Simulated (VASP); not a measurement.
**TiSi: equation of state with PBEsol**

Crystal: TiSi.

```xyz
2
Lattice="3.8111 0.0000 0.0000 0.0000 1.8199 2.0323 0.0000 -1.8199 2.0323" Properties=species:S:1:pos:R:3 pbc="T T T"
Ti    0.0000    0.0000    0.2066
Si    1.9055    0.0000    2.2382
```

The cell comes from a database or a generator and needn't be the stable form of this composition.

| Property | Result |
| --- | --- |
| Program | VASP 6.6.1 |
| Task | equation of state |
| Functional | PBEsol |
| Potentials or basis | VASP PAW PBE potentials, release 64 (Ti_sv, Si) |
| Cutoff | 520 eV |
| k mesh | 6 × 8 × 8 |
| Occupations | fermi-dirac, width 0.05 eV |
| Spin | no spin polarisation |
| Ladder | gaps |
| Further INCAR settings | ALGO = Normal; EDIFF = 1e-07 |

```
Equilibrium volume                        : 14.10 Å³/atom
Bulk modulus at fixed shape and positions : 147 GPa
Pressure derivative of the bulk modulus   : 3.9 (rough: it moves with the points fitted)
```

Energy against volume, from the lowest point:
```
volume (Å³/atom)  energy (meV/atom)
          13.531              11.31
          13.813               2.79
          14.095               0.00
          14.377               2.42
          14.659               9.55
```

All runs of the series together: 93 s on 1 thread of Intel(R) Xeon(R) Platinum 8259CL CPU @ 2.50GHz (Skylake/Cascade Lake) (shared host).

Caveat: the cell was scaled at fixed shape and fractional positions, which overstates the stiffness of a crystal with free parameters, most of all of layers and chains; the PAW data sets were made with another functional, which shifts forces and pressure a little.
